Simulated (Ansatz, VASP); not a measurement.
# Si53N72 (V_Si) in two plane-wave programs, part 3 of 3

Aim: how closely do two programs agree when they are given the same cell, functional and k mesh? Of the first pair: The structure shown is the start of the Ansatz relaxation below; VASP solves that cell, so the two are compared at the walk's first step.

VASP 6.6.1 and Ansatz 0.2.0.

So far. Step 3 (VASP: single point, PBEsol, start cell, pair 1): The run ends at a pressure of 1.16 GPa, with forces up to 3.7 eV/Å.

**6. VASP: single point, PBEsol, relaxed cell, pair 2**

Level of this step: PBEsol, spin-polarised from a ferrimagnetic start; plane waves and PAW (Si, N) (VASP).

The same cell, functional and mesh now go to VASP, with its own data sets.

INCAR reads:

```
SYSTEM = Si53N72
PREC = Accurate
ENCUT = 520
EDIFF = 1E-06
NELM = 200
ISMEAR = 0
SIGMA = 0.01
LREAL = Auto
ALGO = Normal
GGA = PS
NBANDS = 384
ISPIN = 2
MAGMOM = 0 0 0 -0 0 -0 -0 0 0 -0 0 0 -0 0 0 0 0 0 -0 0 0 0 0 0 -0 -0 0 0 0 -0 0 0 0 0 -0 0 0 0 0 0 0 -0 0 0 -0 0 0 0 0 0 0 0 -0 0 0.02 -0 0 -0 -0.01 -0.03 0 -0.01 0 0.02 0 0 0 0 -0 -0.02 0 0 0 0 -0 -0.03 0 0 0.62 -0 0.05 0 0 0.37 0 -0.01 0 -0.24 0 0 0 -0 0.05 -0.02 0.01 0 -0 -0.01 -0 -0.02 0.01 -0 0.05 0 0.04 0 0 0.01 0.01 0 0 0.36 0 0.01 0.03 -0 0 0.05 0 0.01 -0 -0 0 0.01 0
LORBIT = 11
LWAVE = .FALSE.
LCHARG = .FALSE.
ISIF = 2
ISYM = 0
NUPDOWN = 2
LASPH = .TRUE.
GGA_COMPAT = .FALSE.
NCORE = 4
```

POSCAR reads:

```
Si53N72
1.0
   11.4366858800      6.6029736700      0.0000000000
  -11.4366858800      6.6029736700      0.0000000000
    0.0000000000      0.0000000000      8.7307673300
Si N
53 72
Direct
    0.0197288027      0.8066199357      0.2494494180
    0.3529749619      0.4731529046      0.2513553287
[... 7 atom lines left out ...]
    0.1930057021      0.2118776967      0.2510531267
[... 3 atom lines left out ...]
    0.4549834759      0.3143173073      0.2502065338
[... 7 atom lines left out ...]
    0.5466853103      0.6848666691      0.4131499089
[... 1 atom line left out ...]
    0.1410643438      0.4539614080      0.4175600881
[... 2 atom lines left out ...]
    0.1916396006      0.2148285406      0.5851153649
    0.5268396323      0.8788862980      0.5812712289
[... 1 atom line left out ...]
    0.1214894693      0.6471161117      0.5829489993
    0.4585596965      0.3168381267      0.5834159603
[... 2 atom lines left out ...]
    0.6486226357      0.5284906249      0.4158217894
    0.9802447154      0.1937910373      0.4165273425
[... 1 atom line left out ...]
    0.3503014997      0.4713203507      0.9106877009
[... 2 atom lines left out ...]
    0.5432549404      0.6825282224      0.7453942756
[... 1 atom line left out ...]
    0.1399621550      0.4532265393      0.7497931216
[... 2 atom lines left out ...]
    0.1921116786      0.2110869426      0.9171846920
[... 3 atom lines left out ...]
    0.4546533676      0.3142851403      0.9162110968
[... 2 atom lines left out ...]
    0.6478452770      0.5280002547      0.7494240403
    0.9793134043      0.1934487924      0.7511926972
[... 1 atom line left out ...]
    0.3334495006      0.3321222174      0.2542215260
[... 4 atom lines left out ...]
    0.2133673787      0.4561986876      0.2499006603
[... 3 atom lines left out ...]
    0.4205466645      0.5426882822      0.0801335746
[... 5 atom lines left out ...]
    0.5443545292      0.7578119113      0.2461742447
[... 5 atom lines left out ...]
    0.5771106214      0.4539480178      0.2495335745
[... 2 atom lines left out ...]
    0.3342838405      0.3281448664      0.5971176095
[... 1 atom line left out ...]
    0.9995006245      0.3333575636      0.4129690499
[... 1 atom line left out ...]
    0.6690632134      0.6681299630      0.4156903970
    0.1999289850      0.4402329665      0.5840338128
[... 3 atom lines left out ...]
    0.4296560349      0.5476027312      0.4069024340
[... 1 atom line left out ...]
    0.1250061480      0.5774916361      0.4157396362
    0.4592394424      0.2445866809      0.4165171306
[... 1 atom line left out ...]
    0.2070533984      0.0895371611      0.5835904257
    0.5441052509      0.7569904506      0.5795368411
[... 1 atom line left out ...]
    0.1192456970      0.2093186032      0.4166756681
[... 3 atom lines left out ...]
    0.5805912520      0.4540871122      0.5821028501
[... 2 atom lines left out ...]
    0.3322829295      0.3308277424      0.9156737220
[... 1 atom line left out ...]
    0.9983786190      0.3328146736      0.7540355191
[... 1 atom line left out ...]
    0.6671539645      0.6674159116      0.7477514764
    0.2107675380      0.4535887878      0.9174491200
[... 3 atom lines left out ...]
    0.4235945064      0.5477227302      0.7554246595
[... 1 atom line left out ...]
    0.1246727334      0.5773003009      0.7502110617
    0.4595475910      0.2443685748      0.7498478371
[... 2 atom lines left out ...]
    0.5433028916      0.7562774949      0.9135799796
[... 1 atom line left out ...]
    0.1172516215      0.2075379262      0.7522007903
    0.4534384716      0.8770340701      0.7480399609
[... 2 atom lines left out ...]
    0.5773465588      0.4531676999      0.9158306735
    0.9089316402      0.1198837760      0.9178269929
```

KPOINTS reads:

```
Points of the shifted mesh
1
Reciprocal
 0.2500000000  0.2500000000  0.2500000000 1
```

The projector-augmented-wave data sets are Si and N (PBE family, release 64).

Started as:

```console
$ mpirun -np 16 vasp_std
```

Numbers of over 12 decimals in the logs are rounded to 6 here.

Output:

```text
[banner, memory and clock lines left out]
running   16 mpi-ranks, on    1 nodes
[...]
[... a notice as in an earlier step ...]

 LDA part: xc-table for (Slater+PW92), standard interpolation
 POSCAR, INCAR and KPOINTS ok, starting setup
[...]
entering main loop
       N       E                     dE             d eps       ncg     rms          rms(c)
DAV:   1     0.266090978307E+04    0.26609E+04   -0.28172E+05  1544   0.138E+03
DAV:   2    -0.934419040393E+03   -0.35953E+04   -0.34509E+04  1872   0.298E+02
DAV:   3    -0.119632589981E+04   -0.26191E+03   -0.25928E+03  1872   0.819E+01
DAV:   4    -0.120223067967E+04   -0.59048E+01   -0.58785E+01  1920   0.126E+01
[...]
DAV:  25    -0.106562018665E+04   -0.27543E-05   -0.71709E-06  1544   0.358E-03    0.532E-03
DAV:  26    -0.106562018816E+04   -0.15152E-05   -0.23341E-06  1256   0.237E-03    0.332E-03
DAV:  27    -0.106562018867E+04   -0.51029E-06   -0.84618E-07  1248   0.145E-03
   1 F= -.10656202E+04 E0= -.10656202E+04  d E =-.397294E-58  mag=     2.0000
```

From OUTCAR (step 6):

```text
 magnetization (x)
# of ion       s       p       d       tot
------------------------------------------
    1        0.000   0.000   0.000   0.000
    2        0.001   0.003   0.000   0.005
    3        0.000  -0.000   0.000  -0.000
    4       -0.000   0.000   0.000   0.000
    5       -0.000  -0.000   0.000  -0.000
    6       -0.000   0.000   0.000  -0.000
[...]
123        0.000   0.000   0.000   0.000
  124        0.000   0.006   0.000   0.006
  125        0.000   0.001   0.000   0.001
--------------------------------------------------
tot          0.066   1.343   0.000   1.409
```

The run ends at a pressure of 0.58 GPa, with forces up to 0.041 eV/Å.

**7. Comparison**

What differs besides the data sets and the points named for the pairs above, as far as they apply: site moments are counted in spheres of each program's own size. Total energies have different zeros and are not compared.

The two programs side by side:

```tsv
quantity	Ansatz	VASP	difference
total moment, fixed by the input (μB)	2.00	2.00	0.00
moment on N79 (μB)	0.62	0.64	-0.03
moment on N84 (μB)	0.36	0.39	-0.03
moment on N112 (μB)	0.35	0.38	-0.03
moment on N88 (μB)	-0.24	-0.26	+0.02
```

At this near-relaxed geometry the largest component of a force difference is 30 meV/Å.

**8. Outcome**

```
r.m.s. force difference (single point, PBEsol, start cell, pair 1)        : 0.96 % of the r.m.s. force
difference in moment on N112 (single point, PBEsol, relaxed cell, pair 2) : -0.029 μB
```

**Reading.** The r.m.s. force difference is 0.96 % of the r.m.s. force (single point, PBEsol, start cell, pair 1), within the 3 % picked in this series as the mark of a large difference. Such differences can come from data sets, numerical settings and the points named under the comparisons, not from the functional's error against experiment.

[Lines on the potential files, build, host, timing and source positions are cut from VASP's logs without a mark.]

[Logs are printed without paths, hosts, clocks, repeated set-up lines and the standing remarks that a program may print on its own settings, such as how far it seeks lower states.]

[Hosts, paths, dates, database ids (printed as entryN), source tags and the programs' standing remarks are cut or masked in the printed files.]
